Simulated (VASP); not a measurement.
Runs of VASP 6.6.1 on Ni. Symmetry: Fm-3m, No. 225, cubic system. Conventional cell: a = 3.516 Å, b = 3.516 Å, c = 3.516 Å, α = 90.00°, β = 90.00°, γ = 90.00°. Ni (site symmetry m-3m) has 12 Ni at 2.49 Å as nearest neighbours. The cell was built by a generator and needn't be a form met in nature.

| task | level | potentials or basis | cell | cutoff (eV) | pressure (GPa) | moment (μB) |
| --- | --- | --- | --- | --- | --- | --- |
| band structure | PBE | VASP PAW PBE potentials, release 64 (Ni) | as given | 520 | 0.1 | 0.62 |
| relaxation of cell and atoms | PBE | VASP PAW PBE potentials, release 64 (Ni) | relaxed | 600 | 0.0 | 0.62 |
| band structure | r2SCAN | VASP PAW PBE potentials, release 64 (Ni) | as given | 520 | (a) | 0.75 |
| band structure | LDA | VASP PAW LDA potentials, release 64 (Ni) | as given | 520 | (b) | 0.61 |

Alike in all rows: spin collinear, ferromagnetic start; k mesh 18 × 18 × 18; smearing methfessel-paxton 0.1 eV.

Q: Fill in the values left out.

A: (a) -6.2; (b) -16.8.

Caveats: the relaxation stopped at its first step, so nothing moved (some runs); the PAW data sets were made with another functional, which shifts forces and pressure a little (some runs); so large a pressure means that the cell lies far from this level's equilibrium, or that cutoff or potentials fall short (some runs).
